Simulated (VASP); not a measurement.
Input of a VASP 6.6.1 run:

POSCAR

```
AlNi3
1.0
    3.5680000000      0.0000000000      0.0000000000
    0.0000000000      3.5680000000      0.0000000000
    0.0000000000      0.0000000000      3.5680000000
Al Ni
1 3
Direct
    0.0000000000      0.0000000000      0.0000000000
    0.0000000000      0.5000000000      0.5000000000
    0.5000000000      0.0000000000      0.5000000000
    0.5000000000      0.5000000000      0.0000000000
```

INCAR.step1

```
SYSTEM = AlNi3
  PREC = Accurate
  ENCUT = 520
  ISMEAR = 0
  SIGMA = 0.1
  LREAL = .False.
  LASPH = .True.
  NELM = 150
  ISPIN = 2
  MAGMOM = 0 0.5 0.5 0.5
  LMAXMIX = 4
  NBANDS = 28
  GGA = PE
  ALGO = Normal
  EDIFF = 1E-4
  LWAVE = .True.
  LCHARG = .False.
```

The input INCAR.step2:

```
SYSTEM = AlNi3
  PREC = Accurate
  ENCUT = 520
  EDIFF = 1E-7
  ISMEAR = 0
  SIGMA = 0.1
  LREAL = .False.
  LASPH = .True.
  NELM = 150
  ALGO = Normal
  ISIF = 2
  LWAVE = .False.
  LCHARG = .True.
  ISPIN = 2
  MAGMOM = 0 0.5 0.5 0.5
  LORBIT = 11
  LMAXMIX = 4
  METAGGA = R2SCAN
  LMIXTAU = .True.
  LELF = .True.
  LVHAR = .True.
  NBANDS = 28
  ISTART = 1
```

The input KPOINTS:

```
regular mesh
0
Gamma
  6 6 6
  0 0 0
```

Potentials or basis: VASP PAW PBE potentials, release 64 (Al, Ni).

Run with:

```sh
$ cat potpaw_PBE.64/Al/POTCAR potpaw_PBE.64/Ni/POTCAR > POTCAR
$ cp INCAR.step1 INCAR
$ mpirun -np 1 vasp_std > vasp.out
$ cp INCAR.step2 INCAR
$ mpirun -np 1 vasp_std > vasp.out
```

Estimate the band gap on the k mesh.

none (metal or under the smearing width).

Predict the pressure.

-6.4 GPa.

Estimate the site moments.

Al -0.02; Ni +0.33 μB.

Caveat: the PAW data sets were made with another functional, which shifts forces and pressure a little.
